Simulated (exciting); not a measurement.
An input for exciting (release sodium) (V):

File input.xml:

```xml
<input>
  <title>V</title>
  <structure speciespath="./" tshift="false" cartesian="true">
    <crystal scale="1.0">
      <basevect>-1.377715150000 1.641190610000 1.647934530000</basevect>
      <basevect>1.504975720000 -1.491259040000 1.625263530000</basevect>
      <basevect>1.272545860000 1.386089750000 -1.498002960000</basevect>
    </crystal>
    <species speciesfile="V.xml" rmt="2">
      <atom coord="0.000000000000 0.000000000000 0.000000000000"/>
    </species>
  </structure>
  <groundstate do="fromscratch" ngridk="11 12 13" rgkmax="8" gmaxvr="14" lmaxapw="10" lmaxmat="10" lmaxvr="8" stype="Fermi Dirac" swidth="0.00367493" nempty="12" ValenceRelativity="iora*" epsengy="1e-05" epspot="1e-05" maxscl="75" outputlevel="normal">
    <libxc exchange="XC_GGA_X_AM05" correlation="XC_GGA_C_AM05"/>
  </groundstate>
  <properties>
    <dos nwdos="200" winddos="-0.6 0.5" inttype="tetra" ngrdos="100" nsmdos="1" lmirep="true"/>
  </properties>
</input>
```

Potentials or basis: all-electron LAPW+lo, shipped species files, valence relativity iora*.

The run is started by

```console
$ OMP_NUM_THREADS=1 exciting_smp
```

Q: Does this run start?

A: The run stopped without a result. It printed:

Output:

```text
Error(checkmt): muffin-tin spheres overlap between
                   species    1 atom    1 and
                   species    1 atom    1

   Sum of muffin-tin radii :    4.0000
   Distance between atoms  :    2.7332

   Please check, and possibly reduce, the input (or default) values
   of the attribute ''rmt'' inside the element ''species''
   for species    1 and    1

   See link:
```
